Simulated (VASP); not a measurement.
Runs of VASP 6.6.1 on Rh. Symmetry: Im-3m, No. 229, cubic system. Conventional cell: a = 3.028 Å, b = 3.028 Å, c = 3.028 Å, α = 90.00°, β = 90.00°, γ = 90.00°. Around Rh (site symmetry m-3m) lie 8 Rh at 2.62 Å. This isn't the form of Rh at room conditions, which is fcc.

```csv
level,k mesh,cutoff (eV),smearing,gap on the mesh (eV),pressure (GPa)
PBEsol,20 × 20 × 20,520,gaussian 0.5 eV,none,(a)
PBEsol,30 × 30 × 30,520,gaussian 0.1 eV,none,0.2
r2SCAN,20 × 20 × 20,520,gaussian 0.1 eV,none,5.5
PBEsol,20 × 20 × 20,900,gaussian 0.1 eV,none,0.2
PBEsol,20 × 20 × 20,700,gaussian 0.1 eV,none,0.2
```

Alike in all rows: task single point; potentials or basis VASP PAW PBE potentials, release 64 (Rh_pv); no spin polarisation; cell as given.

Task: Fill in the values left out.

Result: (a) 2.0.

Caveats: the PAW data sets were made with another functional, which shifts forces and pressure a little.

A k mesh can miss the band edges, and the runs leave out spin-orbit coupling on Rh.

A gap of «none» marks a metal or a gap under the smearing width.
